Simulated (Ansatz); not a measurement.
# Sn under changes of volume

One of the cells (33.803 Å³/atom); the others are scaled copies at fixed shape and fractional positions:

```
CELL_PARAMETERS angstrom
0.00000 3.23334 3.23334
3.23334 0.00000 3.23334
3.23334 3.23334 0.00000
ATOMIC_POSITIONS crystal
Sn 0.75000 0.75000 0.75000
Sn 0.50000 0.50000 0.50000
```

This isn't the form of Sn at room conditions, which is tetragonal (white tin).

* Program: Ansatz 0.2.0
* Functional: BLYP
* Potentials or basis: Ansatz PAW
* Cutoff: 420 eV (not typed: the program's choice for these potentials)
* k mesh: 7 × 7 × 7
* Occupations: fermi-dirac, width 0.05 eV
* Spin: no spin polarisation

| volume (Å³/atom) | energy over the lowest point (meV/atom) | pressure (GPa) |
| --- | --- | --- |
| 31.775 | 168.31 | 10.5 |
| 32.451 | ? | ? |
| 33.127 | 91.82 | 7.7 |
| 33.803 | 62.00 | 6.5 |
| 34.479 | 37.09 | 5.4 |
| 35.155 | 16.58 | 4.4 |
| 35.831 | 0.00 | 3.5 |

Q: What does the run at 32.451 Å³/atom give?

A: Energy over the lowest point 127.06 meV/atom; pressure 9.0 GPa.

Worked out: A Birch-Murnaghan fit of order 3 (a polynomial in V^(-2/3)) to the other rows has no minimum within the range. It gives 127.04 meV/atom at 32.451 Å³/atom, against the run's 127.06, and -dE/dV = 9.0 GPa, against 9.0.

Energies are extrapolated to zero smearing.

Caveats: the PAW data sets come from PBE, with cores solved anew for the run's functional, which leaves a small shift of forces and pressure.
